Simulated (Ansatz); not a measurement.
Take a crystal in which Mg has been replaced by Ca on all its sites, with the cell rescaled by a rough guess (in some cases also distorted within its space group) and nothing relaxed:

```
Ca
1.0
     3.50421    0.00000    0.00000
    -1.75211    3.03474    0.00000
     0.00000    0.00000    3.39299
Ca
1
Direct
  0.00000 0.00000 0.00000
```

Theory: DFT PBE, scalar-relativistic, plane waves, PAW (Ansatz).

Cutoff 420 eV; k points 15×15×12 on the computed 1-atom cell (Γ-centred); Gaussian smearing, width 0.10 eV; no spin polarisation.

Problem. Will this cell want to expand or contract, and how hard?

Solution. The pressure is 3.2 GPa (positive in compression), so the cell would expand.

Problem. Is it a metal on this mesh?

Solution. Yes, a band crosses the Fermi level.

This form isn't the element's structure at ambient conditions.